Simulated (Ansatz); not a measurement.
Isolated molecules relaxed with PBE0-D4/def2-TZVP in Ansatz; ΔE leaves out vibrations. CCSD(T)/CBS is the MP2 limit (def2-TZVPP, def2-QZVPP) plus CCSD(T) − MP2 in def2-TZVPP, frozen cores. This one scheme is used for every species. Functionals use def2-TZVPP. For Ge outer-core shells are correlated without core-valence functions, which leaves a few kJ/mol of doubt a bond. Scalar relativity is left out up to krypton. Each species was taken in one conformer, which may not be the lowest.

Consider the formal exchange of groups at a Ge–O bond: `CC(=O)[O][GeH3]` + `C[SiH3]` → `C[SiH2][GeH3]` + `CC(=O)O`.

Question: Is it downhill or uphill in electronic energy at CCSD(T)/CBS, and by how much? (Best estimate.)

Answer: The calculation gave: Uphill: ΔE = +3.8 kcal/mol.

Question: What do these levels give: BHLYP-D4, MP2/def2-TZVPP, SCS-MP2/def2-TZVPP, CCSD(T)/def2-TZVPP, HF/def2-QZVPP, SCS-MP2/def2-QZVPP? (Best estimate.)

Answer: The calculation gave: BHLYP-D4 5.0, MP2/def2-TZVPP 5.7, SCS-MP2/def2-TZVPP 7.0, CCSD(T)/def2-TZVPP 4.9, HF/def2-QZVPP 8.5, SCS-MP2/def2-QZVPP 6.6 kcal/mol.

Largest T1 diagnostic among the species: 0.015.

From BLYP to BHLYP (50 % exact exchange), in def2-TZVPP and without D4, ΔE moves by +1.8 kcal/mol. Leaving LDA and LC-ωPBE aside and taking each functional with its dispersion term where it has one, the values, not all of them listed here, spread over 4.8 kcal/mol, from PBE-D4 to BHLYP-D4. At CCSD(T), def2-SVP lies +2.2 kcal/mol from the extrapolated value and def2-TZVPP +1.1 kcal/mol.
